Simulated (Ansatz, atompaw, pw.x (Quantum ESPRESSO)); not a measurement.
Equation-of-state test of one PAW (atompaw) potential (germanium)

germanium (Ge), PAW, made with atompaw 4.2.0.5 (PBE, scalar-relativistic). Core [Ar] 3d10, reference 4s2 4p2. Waves: 4s (bound): rc 1.95 bohr; 4s channel at 1.75 Ry: rc 2.25 bohr; 4p (bound): rc 2.25 bohr; 4p channel at 2.75 Ry: rc 2.25 bohr; 4d channel at 0.05 Ry: rc 2.10 bohr. Local part: bessel scheme, radius 2.20 bohr. Core correction: smooth core density matched at 1.15 bohr. Augmentation charge: besselshape compensation charge, radius 2.05 bohr; PAW radius 2.25 bohr; waves and projectors: modrrkj vanderbiltortho.

Crystal test: bcc Ge in pw.x 7.5, no spin, 14³ k-points, Fermi–Dirac smearing 0.01 Ry, cutoffs 40/400 Ry. The reference is all-electron LAPW (Ansatz 0.2.0) with the same functional, mesh and smearing; V0 and B0 come from Birch–Murnaghan fits to the pressures at five volumes. Errors are pseudo minus all-electron; Δ is the rms difference of the E(V) curves that follow from these fits, minima aligned, over ±6 % about the mean V0. Mesh and smearing are coarse, so the numbers serve the comparison and aren't converged zero-temperature values; the lattice is a test structure that the element need not adopt.

```json
{"V (Å³/atom)": "18.392", "P all-electron (GPa)": "3.30", "P pseudo (GPa)": "-20.51"}
{"V (Å³/atom)": "18.876", "P all-electron (GPa)": "1.36", "P pseudo (GPa)": "-19.61"}
{"V (Å³/atom)": "19.360", "P all-electron (GPa)": "-0.33", "P pseudo (GPa)": "-18.75"}
{"V (Å³/atom)": "19.844", "P all-electron (GPa)": "-1.80", "P pseudo (GPa)": "-17.94"}
{"V (Å³/atom)": "20.328", "P all-electron (GPa)": "-3.08", "P pseudo (GPa)": "-17.12"}
```

All-electron: a0 = 3.377 Å (V0 = 19.26 Å³/atom), B0 = 64.5 GPa.

Pseudopotential: mean pressure error (GPa): -18.68. The pressure does not cross zero within the volumes sampled, so no fit is given. This is a poor potential for the solid. The pseudo pressure rises with volume over the whole range, a mechanical instability.

**Question.** At the middle volume, how do free energy and pressure move when the wave cutoff is lowered (ecutrho held at 400 Ry)?

**Answer.**

```
cutoff (Ry)  shift of F (meV/atom)  shift of P (GPa)
         18                +5148.6           -211.95
         24                +1068.3             +3.52
         32                 +551.5            -15.98
```

The run at the middle volume (104 k-points, 10 iterations) took about 7.3 s on one core of a shared host (AMD EPYC 9R45 96-Core Processor, 96 threads, 376 GiB, load 49).
